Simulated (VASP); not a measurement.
**PtS2: band structure with r2SCAN0**

The system is PtS2.

```
CELL_PARAMETERS angstrom
3.54320 0.00000 0.00000
-1.77160 3.06850 0.00000
0.00000 0.00000 5.03880
ATOMIC_POSITIONS crystal
Pt 0.00000 0.00000 0.00000
S 0.66667 0.33333 0.77300
S 0.33333 0.66667 0.22700
```

```
Program                            : VASP 6.6.1
Task                               : band structure
Functional                         : r2SCAN0
Potentials or basis                : VASP PAW PBE potentials, release 64 (Pt, S)
Cutoff                             : 520 eV
k mesh                             : 5 × 5 × 3
Occupations                        : fermi-dirac, width 0.05 eV
Spin                               : no spin polarisation
Grid for exact exchange (PRECFOCK) : Fast
Exchange at q = 0                  : truncated
Further INCAR settings             : ALGO = Normal; EDIFF = 1e-07; NBANDS = 18
```

The pressure is 5.4 GPa and the largest force is 0.879 eV/Å. The band gap on the k mesh is 2.63 eV, indirect (least direct gap 2.95 eV) and the band gap along the path is 2.33 eV, indirect (least direct gap 3.12 eV).

Forces in eV/Å, atoms in the order of the input:
```
Pt   0.000  0.000  0.000
S    0.000  0.000 -0.879
S    0.000  0.000  0.879
```

Stress tensor (GPa, compression positive):
```
4.53 0.00 0.00
0.00 4.53 0.00
0.00 0.00 7.18
```

Levels at the corners of the path, in eV from the valence-band top:
```csv
point,band 7,band 8,band 9,band 10,band 11,band 12,band 13,band 14,band 15,band 16
Γ,-5.07,-2.56,-1.28,-1.28,-0.04,3.91,3.91,6.48,7.81,9.96
M,-4.47,-4.31,-3.91,-3.47,-2.92,3.28,4.48,7.36,8.49,10.32
M,-4.47,-4.31,-3.91,-3.47,-2.92,3.28,4.48,7.36,8.49,10.32
K,-5.48,-4.83,-3.02,-2.10,-2.10,2.44,2.44,7.58,10.11,11.49
K,-5.48,-4.83,-3.02,-2.10,-2.10,2.44,2.44,7.58,10.11,11.49
Γ,-5.07,-2.56,-1.28,-1.28,-0.04,3.91,3.91,6.48,7.81,9.96
Γ,-5.07,-2.56,-1.28,-1.28,-0.04,3.91,3.91,6.48,7.81,9.96
A,-5.09,-2.80,-1.48,-1.48,-1.38,4.50,4.50,7.29,9.52,9.58
A,-5.09,-2.80,-1.48,-1.48,-1.38,4.50,4.50,7.29,9.52,9.58
L,-4.48,-4.33,-3.55,-3.47,-1.62,3.57,3.97,7.32,7.40,9.84
L,-4.48,-4.33,-3.55,-3.47,-1.62,3.57,3.97,7.32,7.40,9.84
H,-5.15,-4.72,-4.04,-2.64,-2.64,3.81,3.81,9.54,9.90,10.25
H,-5.15,-4.72,-4.04,-2.64,-2.64,3.81,3.81,9.54,9.90,10.25
A,-5.09,-2.80,-1.48,-1.48,-1.38,4.50,4.50,7.29,9.52,9.58
L,-4.48,-4.33,-3.55,-3.47,-1.62,3.57,3.97,7.32,7.40,9.84
M,-4.47,-4.31,-3.91,-3.47,-2.92,3.28,4.48,7.36,8.49,10.32
K,-5.48,-4.83,-3.02,-2.10,-2.10,2.44,2.44,7.58,10.11,11.49
H,-5.15,-4.72,-4.04,-2.64,-2.64,3.81,3.81,9.54,9.90,10.25
```

It took 49 min on 1 thread of AMD EPYC 9R45 96-Core Processor (Zen 5), with other jobs on the host, peak memory 0.21 GiB.

Caveat: the PAW data sets were made with another functional, which shifts forces and pressure a little; spin-orbit coupling is left out, which moves the levels of the heavy elements; the mesh misses the band edges, which the band path finds closer together.
